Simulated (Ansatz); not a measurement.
BaTiO3:

```xyz
5
Lattice="2.8277 1.6326 2.3177 -2.8277 1.6326 2.3177 0.0000 -3.2651 2.3177" Properties=species:S:1:pos:R:3 pbc="T T T"
Ba   -2.7004    1.6624    2.3728
Ti   -0.0605   -0.0667    3.6407
O    -0.0308   -1.5655    4.5301
O    -1.4487    0.8432    4.4791
O     1.4127    0.7592    4.5299
```

| Property | Result |
| --- | --- |
| Program | Ansatz 0.2.0 |
| Task | relaxation of cell and atoms |
| Functional | PBE |
| Potentials or basis | Ansatz PAW |
| Cutoff | 420 eV (not typed: the program's choice for these potentials) |
| k mesh | 7 × 7 × 7 |
| Occupations | fermi-dirac, width 0.05 eV |
| Spin | no spin polarisation |
| Hubbard terms | Ti d U = 1 eV |

At the start: volume 12.84 Å³/atom.

**Question.** Where does the relaxation end?

**Answer.** It ends after 12 steps and the volume is 13.36 Å³/atom (+4.1 %); space group R3m (No. 160, to 0.05 Å).

Step by step:
| step | energy change (eV) | largest force (eV/Å) | volume (Å³) |
| --- | --- | --- | --- |
| 1 | 0.0000 | 2.2952 | 64.20 |
| 2 | -0.2159 | 0.9594 | 67.33 |
| 3 | -0.2377 | 0.1959 | 64.46 |
| 4 | -0.2731 | 0.1970 | 66.88 |
| 5 | -0.2777 | 0.0112 | 66.65 |
| 6 | -0.2777 | 0.0382 | 66.65 |
| 7 | -0.2781 | 0.0074 | 66.58 |
| 8 | -0.2803 | 0.0096 | 66.60 |
| 9 | -0.2805 | 0.0015 | 66.64 |
| 10 | -0.2907 | 0.0015 | 66.64 |
| 11 | -0.2903 | 0.0016 | 66.81 |
| 12 | -0.2909 | 0.0017 | 66.81 |

Final structure:
```
Ba Ti O
1.0
     2.86322    1.66883    2.34369
    -2.86313    1.66879    2.34361
     0.00000   -3.31881    2.33040
Ba Ti O
1 1 3
Cartesian
  -2.8631 1.7270 2.3352
  0.0001 0.1563 3.5326
  0.0000 -1.7292 4.6498
  -1.4025 0.7807 4.6104
  1.4025 0.7807 4.6104
```

Caveat: the plane-wave basis is chosen anew once the cell has moved, so the energies of steps on either side of that aren't comparable; the pressure holds a Pulay correction of +0.5 GPa for the finite cutoff.
